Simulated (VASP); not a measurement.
AlN, 2 atoms in the cell. Symmetry: Fm-3m, No. 225, cubic system. Conventional cell: a = 4.173 Å, b = 4.173 Å, c = 4.173 Å, α = 90.00°, β = 90.00°, γ = 90.00°. Al (site symmetry m-3m) has 6 N at 2.09 Å as nearest neighbours. N (site symmetry m-3m) has 6 Al at 2.09 Å as nearest neighbours. The cell was built by a generator and needn't be a form met in nature. The cell isn't the ideal one: hydrostatic strain +3.4%.

```yaml
Program: VASP 6.6.1
Task: single point
Functional: PBE
Potentials_or_basis: VASP PAW PBE potentials, release 64 (Al, N)
Cutoff: 520 eV
k_mesh: 10 × 10 × 10
Occupations: fermi-dirac, width 0.02 eV
Spin: no spin polarisation
Dipole_correction: no
Further_INCAR_settings: ALGO = Fast; EDIFF = 1e-07; NBANDS = 11
```

Potentials or basis: VASP PAW PBE potentials, release 64 (Al, N).

Launch:

```sh
$ cat potpaw_PBE.64/Al/POTCAR potpaw_PBE.64/N/POTCAR > POTCAR
$ mpirun -np 1 vasp_std > vasp.out
```

Hardware: 1 thread of AMD EPYC 7571, with other jobs on the host.

How long does it take, and how much memory?

It took 37 s on 1 thread of AMD EPYC 7571, with other jobs on the host, peak memory 0.1 GiB. Counts: scf iterations 15, k points 47.
